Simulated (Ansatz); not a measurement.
LiCl built on the rocksalt prototype, relaxed with r2SCAN in the plane-wave code Ansatz. It is cubic, Fm-3m (No. 225); a = 5.112 Å in the conventional setting, 16.70 Å³ an atom. Around Li lie 6 Cl at 2.56 Å; around Cl lie 6 Li at 2.56 Å.

The axes x, y and z are those of this cell:
```yaml
crystal:
  lattice:
    - [0.00000, 2.55604, 2.55604]
    - [2.55604, 0.00000, 2.55604]
    - [2.55604, 2.55604, 0.00000]
  atoms:
    - { symbol: Li, position: [0.00000, 0.00000, 0.00000] }
    - { symbol: Cl, position: [0.50000, 0.50000, 0.50000] }
```

Unstrained: The PBE gap is indirect, 6.384 eV (Γ–K (0.20 of the way from Γ) to Γ), below the direct gap of 6.387 eV at Γ. Least and direct gap differ so little that the kind isn't settled. The r2SCAN gap is indirect, 7.291 eV (Γ–K (0.20 of the way from Γ) to Γ), below the direct gap of 7.291 eV at Γ. Least and direct gap differ so little that the kind isn't settled. With HSE06 the valence top lies at Γ–K (0.20 of the way from Γ) and the conduction bottom at Γ, 7.785 eV higher; the smallest vertical gap, at Γ, is 7.787 eV. Least and direct gap differ so little that the kind isn't settled. Meshes: PBE 8×8×8, r2SCAN 8×8×8, HSE06 6×6×6. Strains are changes of length per length. After each strain the atoms were relaxed again with r2SCAN within the symmetry that the strain leaves, so tilts or polar shifts that break it weren't tested; points keep the names that they have in the unstrained zone. (Simulation; spin polarisation is off.)

(1) One strain changed the r2SCAN stress by xx -1.13, yy -1.13, zz -1.13, xy +0.58, xz +0.58, yz +0.58 GPa (compression positive) and the gap by -0.339 eV (PBE), -0.364 eV (r2SCAN), -0.357 eV (HSE06). Which kind of strain was it, and roughly how large?

(2) Estimate what uniaxial +0.61 % along x, other directions held does to the gap.

(3) One strain changed the r2SCAN stress by xx +2.35, yy +2.35, zz +0.01 GPa (compression positive) and the gap by +0.141 eV (PBE), +0.153 eV (r2SCAN), +0.147 eV (HSE06). Which kind of strain was it, and roughly how large?

## Answers

(1) Epitaxial +2.39 % in the plane normal to [111], free normal strain -1.16 %. The pattern of the stress gives the kind; the size needs the stiffness, so it is an estimate.

(2) PBE: the gap goes from 6.384 to 6.341 eV (-0.043 eV); least and direct gap lie within 0.04 eV, so its kind isn't settled. r2SCAN: the gap goes from 7.291 to 7.242 eV (-0.049 eV); least and direct gap lie within 0.04 eV, so its kind isn't settled. HSE06: the gap goes from 7.785 to 7.738 eV (-0.047 eV); least and direct gap lie within 0.04 eV, so its kind isn't settled. The r2SCAN energy rises by 0.1 meV an atom.

(3) Epitaxial -2.88 % in the xy plane, free normal strain +2.23 %. The pattern of the stress gives the kind; the size needs the stiffness, so it is an estimate.

Where an edge lies off the special points, it is a point of the mesh or the k point where a search put PBE's edge or least direct gap, reused for the other functionals, whose own edges may lie a little apart.

The meshes of the hybrids are coarse, so their gaps aren't converged to the digits shown.
